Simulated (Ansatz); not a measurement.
## Ansatz run on InN (R3m, 2 atoms in the cell): self-consistent single point

Method of the run: LDA (PW92), default PAW files made with PBE (plane waves; Ansatz, a quantum-chemistry and plane-wave program).

Input as run:

Ansatz 0.2 input:
```yaml
# InN
crystal:
  lattice:
    - [0.000000, 2.477550, 2.477550]
    - [2.477550, 0.000000, 2.477550]
    - [2.477550, 2.477550, 0.000000]
  atoms:
    - { symbol: In, position: [0.005826, 0.005826, 0.005826] }
    - { symbol: N, position: [0.250000, 0.250000, 0.250000] }
basis:
  ecutwfc: 420.0
kpoints:
  mp_grid: { grid: [9, 9, 9] }
hamiltonian:
  xc: lda
  pseudopotentials: { kind: paw }
scf:
  occupations: { method: fermi_dirac, width: 0.02 }
output:
  forces: true
  eigenvalues: true
  stress: true
```

Output (repeated stretches shortened):

```
WARN ansatz: RAYON_NUM_THREADS=1 ignored (pool sized by the plan → 1); use --threads N
Pseudopotentials: kind: paw
Pseudopotential: In, paw, valence charge 13
Pseudopotential: N, paw, valence charge 5
Crystal: 2 atoms, lattice volume = 30.416 Å³
Basis set: ecut = 420 eV, 609 PW (Γ)
Bands: 13, of which v1, the nominal top of the filled ones, is band 9 counted from 1 (8 counted from 0)
Symmetry: 6 space group operations
Space group: R3m (ITA 160), of the structure as read, at distance tolerance 3.1e-5 Å
k-points: 85 of 729 (time reversal used)
PAW frozen core: In, regenerated for the run's functional, and the local potential with it
PAW frozen core: N, regenerated for the run's functional, and the local potential with it
Initial density: superposition of atomic densities (neutral atoms: chi_scale 0, normalization atom), corrected by the library's trained network
Initial wavefunctions: pseudopotential atomic-orbital guess
Eigensolver: davidson
Functional: x = slater, c = lda
SCF iter   1: F=—  HF=-5831.036834 eV  |F-HF|=—  |Δ(HF+E_count)|=         —  Δρ=1.64e-2  dr2=8.63e-2  ethr=1.77e-3  ⟨swp⟩=5.2  Hψ=6003  notcnv=0
all-band conjugate gradients solve this SCF's bands
preconditioner: auto → none
SCF iter   2: F=—  HF=-5831.015490 eV  |F-HF|=—  |Δ(HF+E_count)|=   2.13e-2  Δρ=5.50e-3  dr2=1.17e-2  ethr=4.79e-4  ⟨swp⟩=2.1  Hψ=2155  notcnv=0
SCF iter   3: F=—  HF=-5831.012446 eV  |F-HF|=—  |Δ(HF+E_count)|=   3.04e-3  Δρ=1.32e-3  dr2=2.63e-4  ethr=6.50e-5  ⟨swp⟩=2.1  Hψ=1600  notcnv=0
SCF iter   4: F=—  HF=-5831.012380 eV  |F-HF|=—  |Δ(HF+E_count)|=   6.57e-5  Δρ=3.21e-4  dr2=1.03e-5  ethr=1.46e-6  ⟨swp⟩=2.4  Hψ=1694  notcnv=0
SCF iter   5: F=—  HF=-5831.012382 eV  |F-HF|=—  |Δ(HF+E_count)|=   2.50e-6  Δρ=1.24e-5  dr2=2.69e-8  ethr=5.73e-8  ⟨swp⟩=2.4  Hψ=1764  notcnv=0
SCF iter   6: F=-5831.012382 eV  HF=-5831.012382 eV  |F-HF|=2.83e-9  |Δ(HF+E_count)|=   1.18e-8  Δρ=3.38e-6  dr2=3.19e-9  ethr=1.50e-10  ⟨swp⟩=2.3  Hψ=3782  notcnv=0
SCF 1 converged in 6 iterations: F = -5831.012382 eV  dr2 = 3.19e-9
SCF converged after 6 iterations
Free energy (F): -5831.012382 eV
Harris-Foulkes:  -5831.012382 eV  (|F-HF|=2.83e-9)
Internal energy: -5831.012284 eV  (E = F + TS)
E sigma→0 (E₀):  -5831.012333 eV
Entropy (-TS):   -0.000099 eV (-0.049 meV/atom)
Fermi energy:    9.462608 eV
--- Per-component energies (eV) ---
  E_band       = -3.586078
  E_kinetic    = 374.155330
  E_local      = -1252.380075  (includes V_loc(G=0)·N_el)
  E_nonlocal   = 419.271606
  E_hartree    = 479.454123
  E_xc         = -271.884471
  E_vxc        = -175.823496  (∫ρ·V_xc dr)
  E_paw        = -4136.285937  (= ΣΔE_a)
  E_vpaw       = -327.718969  (= ΣTr[D̂ρ^β])
  E_aug_tail   = 0.000115  (compensation charges beyond the density's cutoff)
  E_ewald      = -1443.707556
  E_core_change = 0.364580  (= ΣΔE_core)
  E_smearing   = -0.000099  (= −TS)
  E_closure    = -0.000000  (closes the sum)
  Σ components = -5831.012382   (vs F -5831.012382, Δ=0.00e0)
--- Forces (eV/Å), atoms counted from 1 ---
  atom   1  In    -0.31814493    -0.31814493    -0.31814493
  atom   2  N      0.31813069     0.31813069     0.31813069
  max |Σ_I F_I| component: 1.42e-5 eV/Å
--- Stress (GPa, compression-positive) ---
       -1.090794       1.596226       1.596226
        1.596226      -1.090794       1.596226
        1.596226       1.596226      -1.090794
  P = ⅓ Tr σ = -1.0908 GPa (-10.908 kbar)
  The stress holds the Pulay correction. Without it, at fixed plane waves, as pw.x and ABINIT print it: P = -1.5525 GPa
--- Band table (eV; the first three rows and the last of 85) ---
  k-point 0: bands = ["-5.1925", "-3.9597", "-3.9343", "-3.9343", "-3.5354", "-3.5354", "9.0787", "9.3905", "9.4598", "9.4598", "18.7705", "18.7705", "18.8701"]
  k-point 1: bands = ["-5.1944", "-3.9489", "-3.9133", "-3.7690", "-3.5370", "-3.5368", "7.9226", "9.2772", "9.3582", "10.4182", "17.9954", "18.8850", "19.0262"]
  k-point 2: bands = ["-5.2294", "-3.8993", "-3.8700", "-3.5319", "-3.5291", "-3.2875", "6.3736", "8.9896", "9.1101", "11.3958", "16.8183", "18.9983", "19.2541"]
  k-point 84: bands = ["-5.3369", "-3.8147", "-3.7820", "-3.4830", "-3.4620", "-1.6491", "3.4125", "7.8731", "8.3927", "13.2161", "15.7574", "18.2215", "19.0954"]
```

The run converged in 6 iterations.

The starting cell has typed, rounded lattice constants, without a prior relaxation at this level. Its lattice was rescaled by up to half a per cent. One atom was moved a little off its site on purpose. Ansatz's pressure includes its estimate of the finite-basis (Pulay) stress. The run gives no clean gap (levels at the Fermi energy touch, overlap or are partly filled at this smearing), which alone does not show that the compound is a metal.
